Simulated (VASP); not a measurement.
Crystal: TiO2 (Rutile).

```xyz
6
Lattice="4.5922 0.0000 0.0000 0.0000 4.5922 0.0000 0.0000 0.0000 2.9574" Properties=species:S:1:pos:R:3 pbc="T T T"
Ti    0.0000    0.0000    0.0000
Ti    2.2961    2.2961    1.4787
O     1.4004    1.4004    0.0000
O     0.8957    3.6965    1.4787
O     3.1918    3.1918    0.0000
O     3.6965    0.8957    1.4787
```

Base run:

- Program: VASP 6.6.1
- Functional: PBEsol
- Potentials or basis: VASP PAW PBE potentials, release 64 (Ti_sv, O)
- Cutoff: 520 eV
- k mesh: 5 × 5 × 8
- Occupations: fermi-dirac, width 0.02 eV
- Spin: no spin polarisation

Its results: band gap on the k mesh 1.84 eV, direct; pressure -1.0 GPa; largest force 0.056 eV/Å.

Q: After a change of settings the same cell gave: band gap on the k mesh 2.24 eV, direct; pressure 1.5 GPa; largest force 0.085 eV/Å. Which change was it?
A. functional from PBEsol to HSE06; k mesh from 5 × 5 × 8 to 4 × 4 × 6
B. functional from PBEsol to LDA; potentials or basis from VASP PAW PBE potentials, release 64 (Ti_sv, O) to VASP PAW LDA potentials, release 64 (Ti_sv, O)
C. functional from PBEsol to r2SCAN
D. functional from PBEsol to PBE

A: C.

r2SCAN gives the wider gap, since meta-GGAs in the generalised Kohn-Sham scheme recover part of the derivative discontinuity.

Caveats: the PAW data sets were made with another functional, which shifts forces and pressure a little; an odd mesh through Γ misses points on the zone boundary, where band edges often lie.

Not every run made on this cell is shown here.
